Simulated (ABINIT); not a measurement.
Runs of ABINIT 10.8.3 (patched build) on Si2W. Symmetry: I4/mmm, No. 139, tetragonal system. The conventional cell has a = 3.214 Å, b = 3.214 Å, c = 7.830 Å, α = 90.00°, β = 90.00°, γ = 90.00°. W (site symmetry 4/mmm) is surrounded by 10 Si at 2.62 Å. Si (site symmetry 4mm) has 5 Si at 2.59 to 2.63 Å and 5 W at 2.62 Å as nearest neighbours. 

| task | level | potentials or basis | cell | k mesh | cutoff (eV) | smearing | cell freedom (optcell) | cutoff smearing ecutsm (Ha) | optimiser (ionmov) | force stop (Ha/bohr) | fine-grid cutoff | mesh quality | gap on the mesh (eV) | pressure (GPa) | relaxed volume (Å³/atom) |
| --- | --- | --- | --- | --- | --- | --- | --- | --- | --- | --- | --- | --- | --- | --- | --- |
| relaxation of cell and atoms | WC | JTH PAW PBE v2.0 | relaxed | 8 × 8 × 8 | 517 | fermi-dirac 0.05 eV | 2 | 0.5 | 2 | 5e-05 | 1034.03 eV | not flagged | none | 0.0 | 13.45 |
| relaxation of cell and atoms | AM05 | JTH PAW PBE v2.0 | relaxed | 8 × 8 × 8 | 517 | fermi-dirac 0.05 eV | 2 | 0.5 | 2 | 5e-05 | 1034.03 eV | not flagged | none | 0.0 | (a) |
| relaxation of cell and atoms | revPBE | JTH PAW PBE v2.0 | relaxed | 8 × 8 × 8 | 517 | fermi-dirac 0.05 eV | 2 | 0.5 | 2 | 5e-05 | 1034.03 eV | not flagged | none | 0.0 | 13.80 |
| relaxation of cell and atoms | PW91 | JTH PAW PBE v2.0 | relaxed | 8 × 8 × 8 | 517 | fermi-dirac 0.05 eV | 2 | 0.5 | 2 | 5e-05 | 1034.03 eV | not flagged | none | 0.0 | 13.73 |
| single point | B3LYP | SPMS NC PBE v1.0 | as given | 6 × 6 × 6 | 381 | fixed | - | - | - | - | - | coarse | none | - | - |

Alike in all rows: no spin polarisation.

Fill in the values left out.

(a) 13.28.

Caveats: some runs use coarse meshes; the PAW data sets were made with another functional, which shifts forces and pressure a little (some runs); exact exchange is summed on a coarse mesh, which widens gaps by tenths of an eV (some runs); the potentials were made for another functional, which shifts forces and pressure (some runs).

A k mesh can miss the band edges, and the runs leave out spin-orbit coupling on W.

A gap of «none» marks a metal or a gap under the smearing width.
